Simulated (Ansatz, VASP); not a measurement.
# Li2S: VASP beside Ansatz

run.py

```python
from ase.calculators.vasp import Vasp
from ase.dft.bandgap import bandgap
from ase.io import read

atoms = read('Li2S.xyz')
calc = Vasp(
    directory='calc',
    xc='pbesol',
    pp='PBE',
    setups='minimal',
    prec='Accurate',
    encut=500,
    ediff=1e-06,
    ismear=0,
    sigma=0.02,
    lreal=False,
    lasph=True,
    nelm=60,
    algo='Normal',
    isif=2,
    lwave=False,
    lcharg=False,
    kpts=[8, 8, 8],
    gamma=True,
)
atoms.calc = calc

print('energy (eV):', atoms.get_potential_energy())
print('free energy (eV):', atoms.get_potential_energy(force_consistent=True))
print('forces (eV/A):')
print(atoms.get_forces())
print('stress (eV/A^3, Voigt):', atoms.get_stress())
print('Fermi level (eV):', calc.get_fermi_level())
gap, top, bottom = bandgap(calc)
print('band gap (eV):', gap, 'from (spin, k, band)', top, 'to', bottom)
```

The input Li2S.xyz:

```xyz
3
Lattice="0.0000000000 2.8445000000 2.8445000000 2.8445000000 0.0000000000 2.8445000000 2.8445000000 2.8445000000 0.0000000000" Properties=species:S:1:pos:R:3 pbc="T T T"
S      0.0000000000      0.0000000000      0.0000000000
Li     4.2667500000      4.2667500000      4.2667500000
Li     1.4222500000      1.4222500000      1.4222500000
```

input.yaml

```yaml
crystal:
  lattice:
    - [0.0, 2.8445, 2.8445]
    - [2.8445, 0.0, 2.8445]
    - [2.8445, 2.8445, 0.0]
  atoms:
    - { symbol: S, position: [0.0, 0.0, 0.0] }
    - { symbol: Li, position: [0.75, 0.75, 0.75] }
    - { symbol: Li, position: [0.25, 0.25, 0.25] }
hamiltonian:
  xc: pbesol
  pseudopotentials: { kind: paw }
kpoints:
  mp_grid: { grid: [8, 8, 8] }
scf:
  occupations: { method: gaussian, width: 0.02 }
output:
  forces: true
  stress: true
  eigenvalues: true
  write_density: true
  write_potential: true
  elf: true
  volumetric_format: npy
```

Alike in both runs: task single point; functional PBEsol; k mesh 8 × 8 × 8; occupations gaussian, width 0.02 eV; no spin polarisation.

|  | VASP | Ansatz |
| --- | --- | --- |
| version | VASP 6.6.1 | Ansatz 0.2.0 |
| potentials or method | VASP PAW PBE potentials, release 64 (S, Li) | Ansatz PAW |
| plane-wave cutoff (eV) | 500 | 420 |
| valence electrons in the cell | 8 | 12 |

|  | VASP | Ansatz | Ansatz less VASP |
| --- | --- | --- | --- |
| gap on the k mesh at the Fermi level (eV) | 3.22 | 3.22 | -0.007 |
| least direct gap on the mesh (eV) | 4.13 | 4.12 | -0.011 |
| pressure (GPa) | -0.5 | -0.7 | -0.26 |

The functional is the same, so the differences come from potentials, cutoffs and numerics. The two sets of potentials don't hold the same shells in valence.

Caveats: the PAW data sets were made with another functional, which shifts forces and pressure a little (VASP); the PAW data sets come from PBE, with cores solved anew for the run's functional, which leaves a small shift of forces and pressure (Ansatz). As with any semilocal functional, this PBEsol gap is likely too small. A k mesh can miss the band edges.
